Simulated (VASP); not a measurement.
# TiTe: relaxation of cell and atoms with BLYP+D4

The system is TiTe.

```
CELL_PARAMETERS angstrom
0.00000 3.05007 3.05007
3.05007 0.00000 3.05007
3.05007 3.05007 0.00000
ATOMIC_POSITIONS crystal
Ti 0.50000 0.50000 0.50000
Te 0.00000 0.00000 0.00000
```

The cell comes from a database or a generator and needn't be the stable form of this composition.

```yaml
Program: VASP 6.6.1
Task: relaxation of cell and atoms
Functional: BLYP
Dispersion: D4
Potentials_or_basis: VASP PAW PBE potentials, release 64 (Ti_sv, Te)
Cutoff: 600 eV
k_mesh: 8 × 8 × 8
Occupations: fermi-dirac, width 0.05 eV
Spin: no spin polarisation
Further_INCAR_settings: ALGO = Fast; EDIFF = 1e-07; IBRION = 2; EDIFFG = -0.01; NSW = 40; ISIF = 3
```

```yaml
Relaxed_volume: 22.60 Å³/atom
Relaxed_cell: a = 3.999 Å, b = 3.999 Å, c = 3.999 Å, α = 60.00°, β = 60.00°, γ = 60.00°
Space_group_after_relaxing_to_0.05_Å: Fm-3m (No. 225)
Energy_gained_by_relaxing: 213.4 meV/atom
Ionic_steps: 13
Pressure_after_relaxing: 0.0 GPa
Dispersion_energy_per_atom: -0.751 eV
```

Step by step:
```csv
step,energy change (eV),largest force (eV/Å),pressure (GPa),volume (Å³)
1,0.0000,0.0000,-3.52,56.75
2,-0.2472,0.0000,-7.75,51.78
3,-0.1164,0.0000,17.38,38.64
4,-0.4177,0.0000,-2.11,46.57
5,-0.4268,0.0000,0.12,45.16
6,-0.4267,0.0000,-0.24,45.37
7,-0.4268,0.0000,-0.24,45.36
8,-0.4268,0.0000,-0.15,45.31
9,-0.4268,0.0000,-0.11,45.31
10,-0.4268,0.0000,-0.13,45.30
11,-0.4268,0.0000,-0.12,45.29
12,-0.4268,0.0000,-0.10,45.26
13,-0.4268,0.0000,0.04,45.20
```

Final structure:
```
Ti Te
1.0
     0.00000    2.82738    2.82738
     2.82738    0.00000    2.82738
     2.82738    2.82738    0.00000
Ti Te
1 1
Direct
  0.50000 0.50000 0.50000
  0.00000 0.00000 0.00000
```

Levels at points of the mesh, in eV from the Fermi level:
```
           k point  band 5  band 6  band 7  band 8  band 9  band 10  band 11  band 12  band 13
(0.00, 0.00, 0.00)  -13.73   -1.39   -1.39   -1.39   -0.74    -0.74    -0.74    -0.48    -0.48
(0.50, 0.00, 0.00)  -12.28   -6.74   -3.81   -3.81    0.31     0.31     0.58     2.63     3.38
(0.50, 0.50, 0.00)  -12.22   -5.79   -3.28   -3.28   -1.88     0.01     0.66     0.66     0.88
```

Run time: 16 min on 1 thread of AMD EPYC 9R45 96-Core Processor (Zen 5), with other jobs on the host, peak memory 0.21 GiB.

Caveat: the volume moved by over 15 % at a fixed basis, so the end points are rough; the bands computed are all filled at some k points, so no gap is given; the PAW data sets were made with another functional, which shifts forces and pressure a little. Spin-orbit coupling is left out, which matters for the levels of Te.
